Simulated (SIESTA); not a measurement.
Runs of SIESTA 5.4.2 on SnO. The structure is tetragonal, space group P4/nmm (No. 129). The conventional cell has a = 3.814 Å, b = 3.814 Å, c = 4.887 Å, α = 90.00°, β = 90.00°, γ = 90.00°. Around Sn (site symmetry 4mm) lie 4 O at 2.23 Å. Around O (site symmetry -4m2) lie 4 Sn at 2.23 Å. The cell is a database's computed one.

| task | level | potentials or basis | cell | k mesh | optimiser | force tolerance | stress tolerance (GPa) | broadening (eV) | window to (eV) | grid cutoff | energy shift | gap on the mesh (eV) | pressure (GPa) | V0 of scaled cells (Å³/atom) | B0 (GPa) | largest force (eV/Å) |
| --- | --- | --- | --- | --- | --- | --- | --- | --- | --- | --- | --- | --- | --- | --- | --- | --- |
| relaxation of cell and atoms | PBEsol | PseudoDojo 0.4 standard (PBEsol files), DZP (energy shift 0.003 Ry; two zetas on semicore shells) | relaxed | 5 × 5 × 4 | Broyden | 0.01 eV/Å | 0.05 | - | - | 1200 Ry | 0.003 Ry | 0.37 | 0.0 | - | - | - |
| band structure | AM05 | PseudoDojo 0.4 standard (PBEsol files), DZP (energy shift 0.003 Ry; two zetas on semicore shells) | as given | 7 × 7 × 6 | - | - | - | - | - | 800 Ry | 0.003 Ry | 0.39 | (b) | - | - | (a) |
| equation of state | LDA | PseudoDojo 0.4 standard (LDA files), DZP (energy shift 0.002 Ry) | as given | 7 × 7 × 6 | - | - | - | - | - | 800 Ry | 0.002 Ry | - | - | 17.73 | 100 | - |
| band structure | LDA | PseudoDojo 0.4 standard (LDA files), DZP (energy shift 0.003 Ry; two zetas on semicore shells) | as given | 7 × 7 × 6 | - | - | - | - | - | 800 Ry | 0.003 Ry | 0.45 | -0.5 | - | - | 0.31 |
| optical spectrum | PBE | PseudoDojo 0.4 standard (PBE files), DZP (energy shift 0.002 Ry) | as given | 5 × 5 × 4 | - | - | - | 0.1 eV | 30 eV | 800 Ry | 0.002 Ry | (d) | 6.9 | - | - | 1.00 |
| single point | PBE | PseudoDojo 0.4 standard (PBE files), DZP (energy shift 0.003 Ry; two zetas on semicore shells) | as given | 7 × 7 × 6 | - | - | - | - | - | 800 Ry | 0.003 Ry | 0.37 | 6.7 | - | - | 0.95 |
| band structure | PBEsol | PseudoDojo 0.4 standard (PBEsol files), DZP (energy shift 0.003 Ry; two zetas on semicore shells) | as given | 7 × 7 × 6 | - | - | - | - | - | 800 Ry | 0.003 Ry | 0.36 | 2.5 | - | - | 0.64 |
| equation of state | LDA | PseudoDojo 0.4 standard (LDA files), DZP (energy shift 0.003 Ry; two zetas on semicore shells) | as given | 7 × 7 × 6 | - | - | - | - | - | 800 Ry | 0.003 Ry | - | - | (c) | 102 | - |

Alike in all rows: no spin polarisation; smearing fermi-dirac 0.05 eV.

Q: Fill in the values left out.

A: (a) 0.60; (b) 3.0; (c) 17.69; (d) 0.60.

Caveats: the basis of atomic orbitals isn't converged, which shifts pressures, moduli and gaps; spin-orbit coupling is left out, which moves the levels of the heavy elements (some runs); an odd mesh through Γ misses points on the zone boundary, where band edges often lie (some runs); the mesh misses the band edges, which the band path finds closer together (some runs); semicore shells carry a single zeta, which can move pressures by several GPa and volumes by a few percent (some runs); the cell was scaled at fixed shape and fractional positions, which overstates the stiffness of a crystal with free parameters, most of all of layers and chains (some runs); the potentials were made for another functional, which shifts forces and pressure (some runs).

A k mesh can miss the band edges, and the runs leave out spin-orbit coupling on Sn.

Not every run made on this cell is shown here.
